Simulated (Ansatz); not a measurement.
Relaxed bulk Ag:

```cif
data_structure
_symmetry_space_group_name_H-M 'R-3m:H'
_symmetry_Int_Tables_number 166
_cell_length_a 2.9356
_cell_length_b 2.9356
_cell_length_c 21.5500
_cell_angle_alpha 90.000
_cell_angle_beta 90.000
_cell_angle_gamma 120.000
_cell_volume 160.83
loop_
_atom_site_label
_atom_site_type_symbol
_atom_site_symmetry_multiplicity
_atom_site_Wyckoff_symbol
_atom_site_fract_x
_atom_site_fract_y
_atom_site_fract_z
_atom_site_occupancy
Ag1 Ag 3 a 0.00000 0.00000 0.00000 1
Ag2 Ag 6 c 0.00000 0.00000 0.77771 1
```

Miller indices refer to the conventional cell of R-3m (No. 166), a = 2.936 Å, b = 2.936 Å, c = 21.550 Å, α = 90.00°, β = 90.00°, γ = 120.00°.

The (001) slab of 7 planes, 14.4 Å thick with 15 Å of vacuum as cut; outer planes Ag (top) and Ag (bottom).

Method: Ansatz 0.2.0, DFT PBE, scalar-relativistic, plane waves, PAW. Plane waves to 420 eV, a k mesh through Γ of 12×12×1 on the computed 7-atom cell and Gaussian smearing (0.10 eV); no spin polarisation. The cell repeats along c with a dipole correction in the vacuum.

With the atoms at the bulk's places:

| Quantity | Value |
| --- | --- |
| Surface energy (mean of both faces) | 0.72 J/m² |
| Work function | 4.48 eV |

Task: What changes when all atoms relax within this surface cell and its symmetry?

Result: The energy changes by under 0.001 J/m² a face, and the largest move is 0.02 Å.

* Surface energy (mean of both faces): 0.72 J/m²
* Work function: 4.48 eV

```json
{"plane (bottom to top)": "1", "atoms": "Ag", "spacing to next, bulk (Å)": "2.393", "relaxed (Å)": "2.391", "change (%)": "-0.1"}
{"plane (bottom to top)": "2", "atoms": "Ag", "spacing to next, bulk (Å)": "2.393", "relaxed (Å)": "2.377", "change (%)": "-0.7"}
{"plane (bottom to top)": "3", "atoms": "Ag", "spacing to next, bulk (Å)": "2.397", "relaxed (Å)": "2.398", "change (%)": "0.0"}
{"plane (bottom to top)": "4", "atoms": "Ag", "spacing to next, bulk (Å)": "2.393", "relaxed (Å)": "2.393", "change (%)": "0.0"}
{"plane (bottom to top)": "5", "atoms": "Ag", "spacing to next, bulk (Å)": "2.393", "relaxed (Å)": "2.377", "change (%)": "-0.7"}
{"plane (bottom to top)": "6", "atoms": "Ag", "spacing to next, bulk (Å)": "2.397", "relaxed (Å)": "2.395", "change (%)": "-0.1"}
{"plane (bottom to top)": "7", "atoms": "Ag", "spacing to next, bulk (Å)": "", "relaxed (Å)": "", "change (%)": ""}
```

The reference crystal is a form of Ag, which isn't its usual structure.